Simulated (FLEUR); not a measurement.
# TaN (Fm-3m) in FLEUR: notebook

The runs below take TaN through single point, with PBEsol.

Everything below comes from runs of FLEUR MaX-R8.1 (later development tree). Logs are shortened: lines on timing, memory, paths and dates and some standing lists are left out, and cuts for length are marked.

## (1) The crystal as given

The structure is cubic, space group Fm-3m (No. 225). The conventional cell has a = 4.423 Å, b = 4.423 Å, c = 4.423 Å, α = 90.00°, β = 90.00°, γ = 90.00°. Ta (site symmetry m-3m) has 6 N at 2.21 Å as nearest neighbours. N (site symmetry m-3m) is surrounded by 6 Ta at 2.21 Å.

The cell comes from a database or a generator and needn't be the stable form of this composition.

## (2) Single point, PBEsol

inp.xml

```xml
<?xml version="1.0" encoding="UTF-8" standalone="no"?>
<fleurInput fleurInputVersion="0.39">
   <comment>
      TaN                                                                                                 
   </comment>
   <calculationSetup>
      <cutoffs Kmax="5.29" Gmax="16.4" GmaxXC="16.4" numbands="0"/>
      <scfLoop itmax="60" minDistance="0.00001" maxIterBroyd="15" imix="Anderson" alpha="0.05" precondParam="0.0" spinf="2.0" sdNocoIR="T"/>
      <coreElectrons ctail="T" frcor="F" kcrel="0" coretail_lmax="0"/>
      <xcFunctional name="PBEs" relativisticCorrections="F"/>
      <magnetism jspins="1"/>
      <soc l_soc="F" theta="0.0" phi="0.0" spav="F"/>
      <expertModes spex="0" secvar="F"/>
      <geometryOptimization l_f="F" forcealpha="1.0" forcemix="BFGS" epsdisp="0.00001" epsforce="0.00001"/>
      <ldaU l_linMix="F" mixParam="0.05" spinf="1.0"/>
   </calculationSetup>
   <cell>
      <bzIntegration valenceElectrons="32.0" mode="hist" fermiSmearingEnergy="0.00183747">
         <kPointListSelection listName="default-1"/>
         <!-- k-points included here -->
         <xi:include xmlns:xi="http://www.w3.org/2001/XInclude" href="kpts.xml"> </xi:include>
      </bzIntegration>
      <!-- symmetry operations included here -->
      <xi:include xmlns:xi="http://www.w3.org/2001/XInclude" href="sym.xml"> </xi:include>
      <bulkLattice scale="1.0">
         <bravaisMatrix>
            <row-1>    0.0000000000000000     4.1787948430288457     4.1787948430288457</row-1>
            <row-2>    4.1787948430288457     0.0000000000000000     4.1787948430288457</row-2>
            <row-3>    4.1787948430288457     4.1787948430288457     0.0000000000000000</row-3>
         </bravaisMatrix>
      </bulkLattice>
   </cell>
   <atomSpecies>
      <species name="Tantalum (Ta)" element="Ta" atomicNumber="73">
         <mtSphere radius="2.2" gridPoints="791" logIncrement="0.017"/>
         <atomicCutoffs lmax="10" lnonsphr="10"/>
         <electronConfig flipSpins="F">
            <coreConfig>(1s1/2) (2s1/2) (2p1/2) (2p3/2) (3s1/2) (3p1/2) (3p3/2) (4s1/2) (3d3/2) (3d5/2) (4p1/2) (4p3/2) (4d3/2) (4d5/2)</coreConfig>
            <valenceConfig>(5s1/2) (5p1/2) (5p3/2) (6s1/2) (4f5/2) (4f7/2) (5d3/2) (5d5/2)</valenceConfig>
            <stateOccupation state="(5d3/2)" spinUp="0.600000" spinDown="0.600000"/>
            <stateOccupation state="(5d5/2)" spinUp="0.900000" spinDown="0.900000"/>
         </electronConfig>
         <energyParameters s="6" p="6" d="5" f="4"/>
         <lo type="SCLO" l="0" n="5" eDeriv="0"/>
         <lo type="SCLO" l="1" n="5" eDeriv="0"/>
         <lo type="SCLO" l="2" n="5" eDeriv="2"/>
         <lo type="SCLO" l="3" n="4" eDeriv="2"/>
      </species>
      <species name="Nitrogen (N)" element="N" atomicNumber="7">
         <mtSphere radius="1.36" gridPoints="489" logIncrement="0.021"/>
         <atomicCutoffs lmax="8" lnonsphr="8"/>
         <electronConfig flipSpins="F">
            <coreConfig>(1s1/2)</coreConfig>
            <valenceConfig>(2s1/2) (2p1/2) (2p3/2)</valenceConfig>
            <stateOccupation state="(2p1/2)" spinUp="0.500000" spinDown="0.500000"/>
            <stateOccupation state="(2p3/2)" spinUp="1.000000" spinDown="1.000000"/>
         </electronConfig>
         <energyParameters s="2" p="2" d="3" f="4"/>
         <lo type="SCLO" l="0" n="2" eDeriv="2"/>
         <lo type="SCLO" l="1" n="2" eDeriv="2"/>
         <lo type="SCLO" l="2" n="3" eDeriv="2"/>
      </species>
   </atomSpecies>
   <atomGroups>
      <atomGroup species="Tantalum (Ta)">
         <relPos label="                   1">1.000/2.000 1.000/2.000 1.000/2.000</relPos>
         <force calculate="T" relaxXYZ="TTT"/>
      </atomGroup>
      <atomGroup species="Nitrogen (N)">
         <relPos label="                   2">.0000000000 .0000000000 .0000000000</relPos>
         <force calculate="T" relaxXYZ="TTT"/>
      </atomGroup>
   </atomGroups>
   <output dos="F" band="F" slice="F">
      <checks vchk="F" cdinf="F"/>
      <bandDOS minEnergy="-.5*Htr" maxEnergy="0.5*Htr" sigma="0.015" storeEVData="T"/>
      <vacuumDOS vacdos="F" integ="F" star="F" nstars="0" locx1="0.0" locy1="0.0" locx2="0.0" locy2="0.0" nstm="0" tworkf="0.0"/>
      <unfoldingBand unfoldBand="F" supercellX="1" supercellY="1" supercellZ="1"/>
      <plotting iplot="0" polar="F">
         <plot TwoD="T" vec1="  1.0  0.0  0.0" vec2="  0.0  1.0  0.0" vec3="  0.0  0.0  1.0" zero="  0.0  0.0  0.0" file="plot"/>
      </plotting>
      <chargeDensitySlicing numkpt="0" minEigenval="0.0" maxEigenval="0.0" nnne="0" pallst="F"/>
      <specialOutput eonly="F"/>
      <moessbauerParams electricFieldGradient="T" isomerShift="T" coreHyperfine="T" valenceHyperfine="T"/>
      <magneticCircularDichroism mcd="F" energyLo="-10.0" energyUp="0.0"/>
   </output>
  <!-- We include the file relax.xml here to enable relaxations (see documentation) -->
  <xi:include xmlns:xi="http://www.w3.org/2001/XInclude" href="relax.xml"> <xi:fallback/> </xi:include>
</fleurInput>
```

crystal.txt

```
TaN
&input cartesian=F /
0.0000000000  2.2113230000  2.2113230000
2.2113230000  0.0000000000  2.2113230000
2.2113230000  2.2113230000  0.0000000000
1.8897261246
1.0 1.0 1.0

2
73 0.5000000000  0.5000000000  0.5000000000
7 0.0000000000  0.0000000000  0.0000000000

&kpt div1=10 div2=10 div3=10 gamma=T /
```

Potentials or basis: all-electron, FLAPW.

Launch:

```
$ inpgen -f crystal.txt -profile fastHighL
$ # inp.xml edited to the form shown
$ fleur_MPI
```

Log:

```text
Welcome to FLEUR        (www.flapw.de)
      MaX-Release 8.1          (www.max-centre.eu)

 ========== k-point set info ==========
 Selected k-point list: default-1
 k-point list type: mesh
 10 x 10 x 10
 Number of k points: 47

 ------------Calculation Setup---------------------------
 Number of MPI-tasks      :            1
 Number of PE/node        :            1
 Number of OMP-threads    :            1
 Most efficient MPI parallelization for:
           1          47
 Additional eigenvalue parallelization possible
 Number of basis functions:          429
 Approximate size of matrices (H+S) per k-point:         0.003 GB
 --------------------------------------------------------
 Iteration:     1   Distance:      25.03331405 me/bohr^3
 Iteration:     2   Distance:      21.08384173 me/bohr^3
 Iteration:     3   Distance:       8.06107964 me/bohr^3
 Iteration:     4   Distance:       5.76399950 me/bohr^3
 Iteration:     5   Distance:       3.06228744 me/bohr^3
 Iteration:     6   Distance:       0.59473902 me/bohr^3
 Iteration:     7   Distance:       0.54852498 me/bohr^3
 Iteration:     8   Distance:       0.10993718 me/bohr^3
 Iteration:     9   Distance:       0.08053892 me/bohr^3
 Iteration:    10   Distance:       0.01160845 me/bohr^3
 Iteration:    11   Distance:       0.01107724 me/bohr^3
 Iteration:    12   Distance:       0.00305744 me/bohr^3
 Iteration:    13   Distance:       0.00008789 me/bohr^3
 Iteration:    14   Distance:       0.00009701 me/bohr^3
 Iteration:    15   Distance:       0.00000385 me/bohr^3

 ********************************************************************
 Run finished successfully
 Stop message:
   all done
 ********************************************************************
```

out.xml (last iteration):

```text
<iteration numberForCurrentRun="   15" overallNumber="   15">
         <energyParameters units="Htr">
            <atomicEP atomType="1" spin="1" branch="6s" branchLowest="-1.77" branchHighest="3.48" value="0.3151691540"/>
            <atomicEP atomType="1" spin="1" branch="6p" branchLowest="-0.40" branchHighest="4.65" value="0.4401244340"/>
            <atomicEP atomType="1" spin="1" branch="5d" branchLowest="-7.30" branchHighest="1.45" value="0.4908373171"/>
            <atomicEP atomType="1" spin="1" branch="4f" branchLowest="-9.99" branchHighest="-0.06" value="-0.0433533640"/>
            <loAtomicEP atomType="1" spin="1" branch="5s" branchLowest="-18.97" branchHighest="-1.77" value="-1.8456120951"/>
            <loAtomicEP atomType="1" spin="1" branch="5p" branchLowest="-13.85" branchHighest="-0.40" value="-0.6416981776"/>
            <loAtomicEP atomType="1" spin="1" branch="5d" branchLowest="-7.30" branchHighest="1.45" value="0.4889519778"/>
            <loAtomicEP atomType="1" spin="1" branch="4f" branchLowest="-9.99" branchHighest="-0.06" value="-0.0676265702"/>
            <atomicEP atomType="2" spin="1" branch="2s" branchLowest="-13.15" branchHighest="2.08" value="-0.0724827402"/>
            <atomicEP atomType="2" spin="1" branch="2p" branchLowest="-9.99" branchHighest="2.07" value="0.2090701424"/>
            <atomicEP atomType="2" spin="1" branch="3d" branchLowest="-9.99" branchHighest="6.87" value="0.4333475140"/>
            <atomicEP atomType="2" spin="1" branch="4f" branchLowest="-9.99" branchHighest="11.56" value="0.5932793853"/>
            <loAtomicEP atomType="2" spin="1" branch="2s" branchLowest="-13.15" branchHighest="2.08" value="-0.0724827402"/>
            <loAtomicEP atomType="2" spin="1" branch="2p" branchLowest="-9.99" branchHighest="2.07" value="0.2090288054"/>
            <loAtomicEP atomType="2" spin="1" branch="3d" branchLowest="-9.99" branchHighest="6.87" value="0.4333479596"/>
         </energyParameters>
         <eigenvalues>
            <eigenvaluesAt spin="1" ikpt="1" k_x="0.00000000" k_y="0.00000000" k_z="0.00000000">
                      -1.8468387588       -0.6055573756       -0.6055573756       -0.6055573756       -0.0753917723
                      -0.0753917723       -0.0753917723       -0.0738648269       -0.0727977892       -0.0727977892
                      -0.0727977892        0.0205583433        0.5688754996        0.5688754996        0.5688754996
                       0.6293430637        0.6293430637        0.6293430637        0.7067718517        0.7067718517
                       0.7566503002        1.0413710239        1.5792634318        1.5792634318        1.5792634318
            </eigenvaluesAt>
            <eigenvaluesAt spin="1" ikpt="2" k_x="0.00000000" k_y="0.00000000" k_z="0.10000000">
                      -1.8466565764       -0.6086076553       -0.6058384843       -0.6058384843       -0.0755473319
                      -0.0752696116       -0.0752696116       -0.0737710735       -0.0729303117       -0.0729303117
                      -0.0727916462        0.0292740520        0.5281494830        0.5415114489        0.5415114489
                       0.6423649806        0.6423649806        0.6450516990        0.7401833809        0.7401833809
                       0.7826084151        1.0675353616        1.4745788649        1.5190071904        1.5190071904
            </eigenvaluesAt>
            <eigenvaluesAt spin="1" ikpt="3" k_x="0.00000000" k_y="0.00000000" k_z="0.20000000">
                      -1.8461788207       -0.6163739244       -0.6065717738       -0.6065717738       -0.0759174295
                      -0.0749518260       -0.0749518260       -0.0735145084       -0.0732644810       -0.0732644810
                      -0.0727770209        0.0530727641        0.4612218032        0.4980452561        0.4980452561
[... 26 lines left out ...]
            <state n="2" l="1" j="1.5" energy="-358.0850842173" weight="2.0000000000"/>
            <state n="3" l="0" j="0.5" energy="-96.3745262739" weight="1.0000000000"/>
            <state n="3" l="1" j="0.5" energy="-88.0226909286" weight="1.0000000000"/>
            <state n="3" l="1" j="1.5" energy="-77.9790322429" weight="2.0000000000"/>
            <state n="4" l="0" j="0.5" energy="-18.9747725153" weight="1.0000000000"/>
            <state n="3" l="2" j="1.5" energy="-63.8812511885" weight="2.0000000000"/>
            <state n="3" l="2" j="2.5" energy="-61.6930936127" weight="3.0000000000"/>
            <state n="4" l="1" j="0.5" energy="-15.5339022434" weight="1.0000000000"/>
            <state n="4" l="1" j="1.5" energy="-13.2179568974" weight="2.0000000000"/>
            <state n="4" l="2" j="1.5" energy="-7.5658290701" weight="2.0000000000"/>
            <state n="4" l="2" j="2.5" energy="-7.1404129374" weight="3.0000000000"/>
         </coreStates>
         <coreStates atomType="     2" atomicNumber="  7" spin="1" kinEnergy="     43.9091335214" eigValSum="    -26.2929955155" lostElectrons=" 0.000019">
            <state n="1" l="0" j="0.5" energy="-13.1464977577" weight="1.0000000000"/>
         </coreStates>
         <allElectronCharges>
            <spinDependentCharge spin="1" total="80.0000000" interstitial="4.9510542" mtSpheres="75.0489458"/>
            <totalCharge value="79.9999999948"/>
         </allElectronCharges>
         <moessbauerParams unitsHFF="kG" unitsIS="e/bohr^3" unitsEFG="Htr/bohr^2">
            <coreIsomerShift atomType="1" isTotal="1392922.05066">
               <shell n="1" l="0" isomerShift="1168119.00678"/>
               <shell n="2" l="0" isomerShift="165749.62782"/>
               <shell n="2" l="1" isomerShift="9774.15879"/>
               <shell n="3" l="0" isomerShift="37104.39558"/>
               <shell n="3" l="1" isomerShift="2442.97614"/>
               <shell n="4" l="0" isomerShift="9144.08017"/>
               <shell n="3" l="2" isomerShift="0.00094"/>
               <shell n="4" l="1" isomerShift="587.80422"/>
               <shell n="4" l="2" isomerShift="0.00023"/>
            </coreIsomerShift>
            <coreIsomerShift atomType="2" isTotal="199.63366">
               <shell n="1" l="0" isomerShift="199.63366"/>
            </coreIsomerShift>
            <isomerShift atomType="1" nucleusRadius="0.0001336" averageDensity="1394556.43609"/>
            <isomerShift atomType="2" nucleusRadius="0.0000569" averageDensity="208.36025"/>
            <electricFieldGradient atomType="1" VXX="0.00000" VYY="0.00000" VZZ="0.00000" asymParam="0.00000">
            </electricFieldGradient>
            <electricFieldGradient atomType="2" VXX="0.00000" VYY="0.00000" VZZ="0.00000" asymParam="0.00000">
            </electricFieldGradient>
         </moessbauerParams>
         <totalEnergy                                    value="   -15676.1124040925" units="Htr">
            <sumOfEigenvalues                            value="    -9562.3416072791">
               <coreElectrons value="-9558.0784479146"/>
               <valenceElectrons value="-4.2631593645"/>
            </sumOfEigenvalues>
            <densityCoulombPotentialIntegral value="-26732.6984443687"/>
            <densityEffectivePotentialIntegral value="-27153.6034410392"/>
            <chargeDenXCDenIntegral value="-319.6809751723"/>
            <FockExchangeEnergyValence value="0.0000000000"/>
            <FockExchangeEnergyCore value="0.0000000000"/>
            <atomTypeDependentContributions atomType="1">
               <electronNucleiInteractionDifferentMTs value="19448.5809158154"/>
               <MadelungTerm value="-65.7059426827"/>
            </atomTypeDependentContributions>
            <atomTypeDependentContributions atomType="2">
               <electronNucleiInteractionDifferentMTs value="61.0266063933"/>
               <MadelungTerm value="-6.0305756046"/>
            </atomTypeDependentContributions>
            <tkbTimesEntropy value="0.0002200473"/>
            <freeEnergy value="-15676.1126241398"/>
            <extrapolationTo0K value="-15676.1125141162"/>
         </totalEnergy>
         <densityConvergence units="me/bohr^3">
            <chargeDensity spin="1" distance="0.0000038477"/>
         </densityConvergence>
      </iteration>
```

It took 30 s on 1 thread of Intel Xeon 6975P-C (Granite Rapids), shared host; peak memory 0.07 GiB.

Results:

* Free energy: -426568.7555 eV
* Band gap on the k mesh: none (metal or under the smearing width)
* Valence electrons inside the program's atomic spheres: Ta 23.90; N 3.14 (radii Ta 2.2, N 1.36 bohr)

Levels at points of the mesh, in eV from the Fermi level:
| k point | band 13 | band 14 | band 15 | band 16 | band 17 | band 18 | band 19 | band 20 |
| --- | --- | --- | --- | --- | --- | --- | --- | --- |
| (0.00, 0.00, 0.00) | -3.75 | -3.75 | -3.75 | -2.11 | -2.11 | -2.11 | 0.00 | 0.00 |
| (0.00, 0.00, 0.50) | -10.28 | -7.48 | -7.48 | 1.83 | 1.83 | 1.93 | 3.69 | 7.36 |
| (0.00, 0.50, 0.50) | -6.61 | -5.40 | -4.58 | -4.58 | 2.02 | 3.45 | 3.45 | 4.36 |

Core levels (eV from the Fermi level):
| atom | levels |
| --- | --- |
| 1 Ta | 1s1/2 -67251.5, 2s1/2 -11544.5, 2p1/2 -11032.8, 2p3/2 -9763.2, 3s1/2 -2641.7, 3p1/2 -2414.5, 3p3/2 -2141.1, 4s1/2 -535.6, 3d3/2 -1757.5, 3d5/2 -1698.0, 4p1/2 -441.9, 4p3/2 -378.9, 4d3/2 -225.1, 4d5/2 -213.5 |
| 2 N | 1s1/2 -377.0 |

## (3) Single point, PBEsol

This run uses another cell than the first one, of 10.27 Å³/atom, 0.950 times its volume.

Edit inp.xml of step 2 so:

```diff
@@ -26,5 +26,5 @@
          <bravaisMatrix>
-            <row-1>    0.0000000000000000     4.1787948430288457     4.1787948430288457</row-1>
-            <row-2>    4.1787948430288457     0.0000000000000000     4.1787948430288457</row-2>
-            <row-3>    4.1787948430288457     4.1787948430288457     0.0000000000000000</row-3>
+            <row-1>    0.0000000000000000     4.1079541262951835     4.1079541262951835</row-1>
+            <row-2>    4.1079541262951835     0.0000000000000000     4.1079541262951835</row-2>
+            <row-3>    4.1079541262951835     4.1079541262951835     0.0000000000000000</row-3>
          </bravaisMatrix>
@@ -34,4 +34,4 @@
       <species name="Tantalum (Ta)" element="Ta" atomicNumber="73">
-         <mtSphere radius="2.2" gridPoints="791" logIncrement="0.017"/>
-         <atomicCutoffs lmax="10" lnonsphr="10"/>
+         <mtSphere radius="2.2" gridPoints="777" logIncrement="0.017"/>
+         <atomicCutoffs lmax="9" lnonsphr="9"/>
          <electronConfig flipSpins="F">
@@ -49,3 +49,3 @@
       <species name="Nitrogen (N)" element="N" atomicNumber="7">
-         <mtSphere radius="1.36" gridPoints="489" logIncrement="0.021"/>
+         <mtSphere radius="1.36" gridPoints="481" logIncrement="0.022"/>
          <atomicCutoffs lmax="8" lnonsphr="8"/>
```

crystal.txt

```
TaN
&input cartesian=F /
0.0000000000  2.1738357071  2.1738357071
2.1738357071  0.0000000000  2.1738357071
2.1738357071  2.1738357071  0.0000000000
1.8897261246
1.0 1.0 1.0

2
73 0.5000000000  0.5000000000  0.5000000000
7 0.0000000000  0.0000000000  0.0000000000

&kpt div1=10 div2=10 div3=10 gamma=T /
```

Potentials or basis: all-electron, FLAPW.

Launch:

```
$ inpgen -f crystal.txt -profile fastHighL
$ # inp.xml edited to the form shown
$ fleur_MPI
```

Run time: 26 s. Hardware: 1 thread of Intel Xeon 6975P-C (Granite Rapids), shared host; peak memory 0.06 GiB.

The run converged. Its results:

```
Free energy                                           : -426568.7703 eV
Band gap on the k mesh                                : none (metal or under the smearing width)
Valence electrons inside the program's atomic spheres : Ta 23.98; N 3.18 (radii Ta 2.2, N 1.36 bohr)
```

Levels at points of the mesh, in eV from the Fermi level:
```tsv
k point	band 14	band 15	band 16	band 17	band 18	band 19
(0.00, 0.00, 0.00)	-3.89	-3.89	-2.25	-2.25	-2.25	0.01
(0.00, 0.00, 0.50)	-7.86	-7.86	1.99	1.99	2.09	3.85
(0.00, 0.50, 0.50)	-5.76	-4.69	-4.69	2.18	3.74	3.74
```

Core levels (eV from the Fermi level):
| atom | levels |
| --- | --- |
| 1 Ta | 1s1/2 -67251.4, 2s1/2 -11544.3, 2p1/2 -11032.7, 2p3/2 -9763.1, 3s1/2 -2641.6, 3p1/2 -2414.3, 3p3/2 -2141.0, 4s1/2 -535.4, 3d3/2 -1757.4, 3d5/2 -1697.9, 4p1/2 -441.8, 4p3/2 -378.8, 4d3/2 -225.0, 4d5/2 -213.4 |
| 2 N | 1s1/2 -376.9 |

Spin-orbit coupling is left out, which matters for the levels of Ta.

(Continued in part 2 of 2.)
